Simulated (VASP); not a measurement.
# GaN in VASP: further runs, part 2 of 2

VASP 6.6.1. The steps go on from the part before.

## Step 6: Single point, PBE

Input file INCAR:

```
PREC = Accurate
ENCUT = 450
EDIFF = 1E-7
ISMEAR = 0
SIGMA = 0.05
LREAL = Auto
LASPH = T
NELM = 100
ALGO = Normal
ISIF = 2
LWAVE = F
LCHARG = F
GGA = PE
ADDGRID = F
```

Input file KPOINTS:

```
Automatic mesh
0
Gamma
  5 5 3
```

Input file POSCAR:

```
GaN
1.0
    3.1800000000      0.0000000000      0.0000000000
   -1.5900000000      2.7539607840      0.0000000000
    0.0000000000      0.0000000000      5.1660000000
Ga N
2 2
Direct
    0.6521390000      0.3316270000      0.5245870000
    0.3764220000      0.6884330000      0.0161300000
    0.6603830000      0.3218970000      0.8783140000
    0.3311160000      0.6688000000      0.3826530000
```

Potentials or basis: VASP PAW PBE potentials, release 64 (Ga, N).

Command:

```
$ cat potpaw_PBE.64/Ga/POTCAR potpaw_PBE.64/N/POTCAR > POTCAR
$ mpirun -np 1 vasp_std > vasp.out
```

OUTCAR:

```text
PREC = Accurate
   ENCUT = 450
   EDIFF = 1E-7
   ISMEAR = 0
   LREAL = Auto
   LASPH = T
   NELM = 100
   ISIF = 2
   GGA = PE

 Found     38 irreducible k-points:

 Following reciprocal coordinates:
            Coordinates               Weight
  0.000000  0.000000  0.000000      1.000000
  0.200000  0.000000  0.000000      2.000000
  0.000000  0.200000  0.000000      2.000000
 -0.200000  0.200000  0.000000      2.000000
  0.400000  0.000000  0.000000      2.000000
  0.000000  0.400000  0.000000      2.000000
   k-points           NKPTS =     38   k-points in BZ     NKDIM =     38   number of bands    NBANDS=     12
   number of dos      NEDOS =    301   number of ions     NIONS =      4
   total plane-waves  NPLWV =  20736
   dimension x,y,z NGX =    24 NGY =   24 NGZ =   36
   dimension x,y,z NGXF=    48 NGYF=   48 NGZF=   72
   ions per type =               2   2
   NGX,Y,Z   is equivalent  to a cutoff of  12.55, 12.55, 11.59 a.u.
   NGXF,Y,Z  is equivalent  to a cutoff of  25.09, 25.09, 23.17 a.u.
 SYSTEM =  unknown system
   PREC   = accura    normal or accurate (medium, high low for compatibility)
   ISTART =      0    job   : 0-new  1-cont  2-samecut
   ICHARG =      2    charge: 1-file 2-atom 10-const
   ISPIN  =      1    spin polarized calculation?
   LNONCOLLINEAR =      F non collinear calculations
   LSORBIT =      F    spin-orbit coupling
   LASPH  =      T    aspherical Exc in radial PAW
   ENCUT  =  450.0 eV  33.07 Ry    5.75 a.u.   5.50  5.50  8.94*2*pi/ulx,y,z
   NELM   =    100;   NELMIN=  2; NELMDL= -5     # of ELM steps
   EDIFF  = 0.1E-06   stopping-criterion for ELM
   LREAL  =      T    real-space projection
   EDIFFG = 0.1E-05   stopping-criterion for IOM
   NSW    =      0    number of steps for IOM
   IBRION =     -1    ionic relax: 0-MD 1-quasi-New 2-CG
   NFREE  =      0    steps in history (QN), initial steepest desc. (CG)
   ISIF   =      2    stress and relaxation
   ISYM   =      2    0-nonsym 1-usesym 2-fastsym
   POTIM  = 0.5000    time-step for ionic-motion
   TEBEG  =    0.0;   TEEND  =   0.0 temperature during run
   PSTRESS=    0.0 pullay stress
   NELECT =      16.0000    total number of electrons
   NUPDOWN=      -1.0000    fix difference up-down
   EMIN   =  10.00;   EMAX   =-10.00  energy-range for DOS
   EFERMI =   0.00;   METHOD = LEGACY
   ISMEAR =     0;   SIGMA  =   0.05  broadening in eV -4-tet -1-fermi 0-gaus
   EFERMI_NEDOS =   21; number of points for ismear=-14 and -15
   IALGO  =     38    algorithm
   IMIX   =      4    mixing-type and parameters
     AMIX     =   0.40;   BMIX     =  1.00
     AMIX_MAG =   1.60;   BMIX_MAG =  1.00
  volume/ion in A,a.u.               =      11.31        76.33
  Fermi-wavevector in a.u.,A,eV,Ry     =   1.157715  2.187764 18.235949  1.340304
  Thomas-Fermi vector in A             =   2.294324
   LORBIT       =      0    0 simple, 1 ext, 2 COOP (PROOUT), +10 PAW based schemes
   GGA     = PE    functional components
   LHFCALC =     F    Hartree Fock is set to
   AEXX    =    0.0000 exact exchange contribution
   IVDW    =     0    specifies the selected vdW correction
   LEPSILON=     F    determine dielectric tensor
   LRPA    =     F    only Hartree local field effects (RPA)
 non-spin polarized calculation
 Gauss-broadening in eV      SIGMA  =   0.05
  energy-cutoff  :      450.00
  volume of cell :       45.24
 maximum number of plane-waves:      1002
 NGX is ok and might be reduce to    24

 number of electron      16.0000002 magnetization

 Free energy of the ion-electron system (eV)
  ---------------------------------------------------
  ext. energy  EPLUGINS =         0.00000000
  ---------------------------------------------------
  free energy    TOTEN  =       -23.93148676 eV

  energy without entropy =      -23.93148676  energy(sigma->0) =      -23.93148676

 E-fermi :   3.4912     XC(G=0): -10.9072

 val. band max:        3.2687200823   @ k =   0.0000   0.0000   0.0000
 cond. band min:       5.1115876165   @ k =   0.0000   0.0000   0.0000
 fundamental gap:      1.8428675342
 Fermi energy:         3.4912363597

 k-point     1 :       0.0000    0.0000    0.0000
  band No.  band energies     occupation
      1     -12.9392      2.00000
      2     -10.4435      2.00000
      3      -4.2374      2.00000
      4       1.7274      2.00000
      5       2.2826      2.00000
      6       2.8175      2.00000
      7       3.1042      2.00000
      8       3.2687      2.00000
      9       5.1116      0.00000
     10       7.6354      0.00000
     11      12.3021      0.00000
     12      12.8990      0.00000

 k-point     2 :       0.2000    0.0000    0.0000
  band No.  band energies     occupation
      1     -12.4149      2.00000
      2     -10.1283      2.00000
      3      -3.6930      2.00000
      4       0.0197      2.00000
      5       1.1081      2.00000
      6       1.1759      2.00000
      7       2.4243      2.00000
      8       2.8112      2.00000
      9       7.0175      0.00000
     10       9.1201      0.00000
     11      10.7161      0.00000
     12      11.8101      0.00000

 k-point     3 :       0.0000    0.2000    0.0000
  band No.  band energies     occupation
      1     -12.4001      2.00000
      2     -10.1215      2.00000
      3      -3.6923      2.00000
      4      -0.3098      2.00000
      5       0.8968      2.00000
      6       1.5079      2.00000
      7       2.3654      2.00000
      8       2.9535      2.00000
      9       7.0084      0.00000
     10       9.1235      0.00000
     11      11.0285      0.00000
     12      11.9579      0.00000

 k-point     4 :      -0.2000    0.2000    0.0000
  band No.  band energies     occupation
      1     -12.4036      2.00000
      2     -10.1178      2.00000
      3      -3.6945      2.00000
      4      -0.2978      2.00000
      5       0.9059      2.00000
      6       1.4913      2.00000
      7       2.3811      2.00000
      8       2.9609      2.00000
      9       7.0260      0.00000
     10       9.1068      0.00000
     11      10.8742      0.00000
     12      11.9495      0.00000

 k-point     5 :       0.4000    0.0000    0.0000
  band No.  band energies     occupation
      1     -11.1702      2.00000
      2      -9.7191      2.00000
      3      -2.9265      2.00000
      4      -1.9879      2.00000
      5      -1.1269      2.00000
      6       0.3843      2.00000
      7       1.1865      2.00000
      8       2.3302      2.00000
      9       8.0936      0.00000
     10       8.7755      0.00000
     11       9.2328      0.00000
     12      11.7619      0.00000

 k-point     6 :       0.0000    0.4000    0.0000
  band No.  band energies     occupation
      1     -11.0703      2.00000
      2      -9.7515      2.00000
      3      -3.1372      2.00000
      4      -2.0356      2.00000
      5      -1.3579      2.00000
      6       0.6078      2.00000
      7       0.9362      2.00000
      8       2.4579      2.00000
      9       8.2739      0.00000
     10       8.9337      0.00000
     11       9.4834      0.00000
     12      11.7255      0.00000

 [... further k-points ...]

------------------------ aborting loop because EDIFF is reached ----------------------------------------

  FORCE on cell =-STRESS in cart. coord.  units (eV):
  Direction    XX          YY          ZZ          XY          YZ          ZX
  --------------------------------------------------------------------------------------
  -------------------------------------------------------------------------------------
  Total        1.7763963      3.7033849      7.3713292     -1.0442512     -0.6658601     -0.2545251
  in kB       62.9087661    131.1505642    261.0460424    -36.9807989    -23.5805683     -9.0136750
  external PRESSURE =     151.7017909 kB  Pullay stress =       0.0000000 kB

 VOLUME and BASIS-vectors are now :
 -----------------------------------------------------------------------------
  energy-cutoff  :      450.00
  volume of cell :       45.24
      direct lattice vectors                 reciprocal lattice vectors
     3.180000000  0.000000000  0.000000000     0.314465409  0.181556688  0.000000000
    -1.590000000  2.753960784  0.000000000     0.000000000  0.363113377  0.000000000
     0.000000000  0.000000000  5.166000000     0.000000000  0.000000000  0.193573364

 POSITION                                       TOTAL-FORCE (eV/Angst)
 -----------------------------------------------------------------------------------
      1.54652      0.91329      2.71002         0.416591      0.122731     -2.673641
      0.10241      1.89592      0.08333        -0.999271     -1.145727     -0.299036
      1.58820      0.88649      4.53737         0.879399      1.121409      2.037676
     -0.01044      1.84185      1.97679        -0.296719     -0.098413      0.935000
 -----------------------------------------------------------------------------------
    total drift:                               -0.004813     -0.000619     -0.001268

  FREE ENERGIE OF THE ION-ELECTRON SYSTEM (eV)
  ---------------------------------------------------
  free  energy   TOTEN  =       -23.9314867559 eV

  energy  without entropy=      -23.9314867559  energy(sigma->0) =      -23.93148676
```

OSZICAR:

```text
N       E                     dE             d eps       ncg     rms          rms(c)
DAV:   1     0.596086959895E+02    0.59609E+02   -0.71153E+03   920   0.107E+03
DAV:   2    -0.238494782187E+02   -0.83458E+02   -0.76402E+02  1264   0.215E+02
DAV:   3    -0.282235063516E+02   -0.43740E+01   -0.43447E+01  1216   0.547E+01
DAV:   4    -0.282695143977E+02   -0.46008E-01   -0.45964E-01  1040   0.601E+00
DAV:   5    -0.282702915354E+02   -0.77714E-03   -0.77702E-03  1184   0.709E-01    0.135E+01
DAV:   6    -0.240284687870E+02    0.42418E+01   -0.15034E+01  1100   0.288E+01    0.549E+00
DAV:   7    -0.239925614273E+02    0.35907E-01   -0.80842E-01   952   0.690E+00    0.314E+00
DAV:   8    -0.239351161012E+02    0.57445E-01   -0.67735E-02  1168   0.251E+00    0.498E-01
DAV:   9    -0.239310137554E+02    0.41023E-02   -0.12818E-02  1196   0.925E-01    0.163E-01
DAV:  10    -0.239314938431E+02   -0.48009E-03   -0.14659E-03   988   0.303E-01    0.535E-02
DAV:  11    -0.239314847553E+02    0.90878E-05   -0.99546E-05  1196   0.861E-02    0.153E-02
DAV:  12    -0.239314865232E+02   -0.17679E-05   -0.86576E-06  1020   0.271E-02    0.564E-03
DAV:  13    -0.239314869070E+02   -0.38382E-06   -0.17135E-06  1004   0.112E-02    0.238E-03
DAV:  14    -0.239314867397E+02    0.16735E-06   -0.14250E-07   848   0.354E-03    0.144E-03
DAV:  15    -0.239314867559E+02   -0.16167E-07   -0.43356E-08   488   0.180E-03
   1 F= -.23931487E+02 E0= -.23931487E+02  d E =-.941801E-12
```

Run time: 15 s. Hardware: 1 thread of Intel Xeon 6975P-C (Granite Rapids), shared host; peak memory 0.15 GiB.

The run converged, but some of its settings lie outside the range that counts as converged, so its numbers aren't taken as properties of the crystal.

Results:

```yaml
Free_energy: -23.9315 eV
Largest_force: 2.709 eV/Å
Band_gap_on_the_k_mesh: 1.84 eV, direct
```

Caveat: the k mesh is coarse (spacing up to 0.46 Å⁻¹), so the values aren't converged; the cutoff is under 1.25 times the usual one of these potentials, so pressure, stress and relaxed cells hold a basis-set (Pulay) error.
